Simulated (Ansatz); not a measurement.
# GaS: the cost of one run

Method: DFT PBE, scalar-relativistic, plane waves, PAW, unless a step names another level, in Ansatz 0.2.0.

### Step 1. Starting point

Symmetry: P6_3/mmc, No. 194, hexagonal system. Conventional cell: a = 3.630 Å, b = 3.630 Å, c = 17.775 Å, α = 90.00°, β = 90.00°, γ = 120.00°. Ga (site symmetry 3m) is surrounded by 3 S at 2.36 Å and 1 Ga at 2.47 Å. S (site symmetry 3m) has 3 Ga at 2.36 Å as nearest neighbours.

Structure file:

```
CELL_PARAMETERS angstrom
3.63004 0.00000 0.00000
-1.81502 3.14371 0.00000
0.00000 0.00000 17.77545
ATOMIC_POSITIONS crystal
Ga 0.33333 0.66667 0.18048
Ga 0.66667 0.33333 0.68048
Ga 0.33333 0.66667 0.31952
Ga 0.66667 0.33333 0.81952
S 0.33333 0.66667 0.61957
S 0.66667 0.33333 0.11957
S 0.33333 0.66667 0.88043
S 0.66667 0.33333 0.38043
```

It is the end of an earlier relaxation with the same method, from a generated guess; it needn't be the stable form of this composition. At a tolerance of 0.02 Å it has space group P6_3/mmc (No. 194); it has 25.36 Å³/atom, an uncorrected energy of -0.66 eV/atom over the elements.

### Step 2. Electronic structure at the relaxed geometry

File input.yaml:

```yaml
crystal:
  lattice:
    - [3.6300395543, -2.9e-09, 0.0]
    - [-1.8150197746, 3.1437064722, 0.0]
    - [0.0, 0.0, 17.7754534592]
  atoms:
    - { symbol: Ga, position: [0.3333333333, 0.6666666667, 0.1804787052] }
    - { symbol: Ga, position: [0.6666666667, 0.3333333333, 0.6804787052] }
    - { symbol: Ga, position: [0.3333333333, 0.6666666667, 0.3195212948] }
    - { symbol: Ga, position: [0.6666666667, 0.3333333333, 0.8195212948] }
    - { symbol: S, position: [0.3333333333, 0.6666666667, 0.6195653969] }
    - { symbol: S, position: [0.6666666667, 0.3333333333, 0.1195653969] }
    - { symbol: S, position: [0.3333333333, 0.6666666667, 0.8804346031] }
    - { symbol: S, position: [0.6666666667, 0.3333333333, 0.3804346031] }
basis:
  ecutwfc: 420
kpoints:
  mp_grid: { grid: [12, 12, 2] }
  band_path:
    path:
      - [[0.0, 0.0, 0.0], [0.5, 0.0, 0.0], [0.33333333, 0.33333333, 0.0], [0.0, 0.0, 0.0], [0.0, 0.0, 0.5], [0.5, 0.0, 0.5], [0.33333333, 0.33333333, 0.5], [0.0, 0.0, 0.5]]
      - [[0.5, 0.0, 0.5], [0.5, 0.0, 0.0]]
      - [[0.33333333, 0.33333333, 0.5], [0.33333333, 0.33333333, 0.0]]
    npoints: 14
hamiltonian:
  xc: pbe
scf:
  occupations: { method: gaussian, width: 0.02 }
  n_extra_bands: 20
output:
  forces: true
  stress: true
  eigenvalues: true
  populations: true
  dos: { projected: true, de: 0.02, nscf_kmesh: { grid: [18, 18, 3] } }
  bader: true
  write_density: true
  write_potential: true
  elf: true
  volumetric_format: npy
```

Run with:

```console
$ ansatz run input.yaml --threads 1 --pin off --max-ram 2560MiB --backend cpu --events-out ev --progress --plain --runs-dir out
```

**Question.** How long does this run take on 1 thread of Intel Xeon Platinum 8259CL at 2.50GHz (Skylake/Cascade Lake), shared host, and how much memory does it need?

About 4.8 min, with a peak of 1.1 GiB.
